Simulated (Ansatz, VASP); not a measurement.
## Two plane-wave programs on Al

```
CELL_PARAMETERS angstrom
2.82708 0.00000 0.00000
-1.41354 2.44832 0.00000
0.00000 0.00000 28.77899
ATOMIC_POSITIONS crystal
Al 0.33333 0.66667 0.26061
Al 0.00000 0.00000 0.34040
Al 0.66667 0.33333 0.42020
Al 0.00000 0.00000 0.50000
Al 0.33333 0.66667 0.57980
Al 0.00000 0.00000 0.65960
Al 0.66667 0.33333 0.73939
```

Alike in both runs: task single point; functional PBE; k mesh 11 × 11 × 1; occupations fermi-dirac, width 0.05 eV; no spin polarisation.

|  | VASP | Ansatz |
| --- | --- | --- |
| version | VASP 6.6.1 | Ansatz 0.2.0 |
| potentials or method | VASP PAW PBE potentials, release 64 (Al) | Ansatz PAW |
| plane-wave cutoff (eV) | 520 | 420 |
| valence electrons in the cell | 21 | 21 |

Ansatz gave:

| Property | Result |
| --- | --- |
| gap on the k mesh at the Fermi level (eV) | none |
| rms of the force components (eV/Å) | 0.051 |

Q: What did VASP give for the same quantities?

A: gap on the k mesh at the Fermi level (eV): none; rms of the force components (eV/Å): 0.050.

Atom by atom the forces differ by 0.000 eV/Å (rms over components). A gap of «none» marks a metal or a gap that the smearing closes.
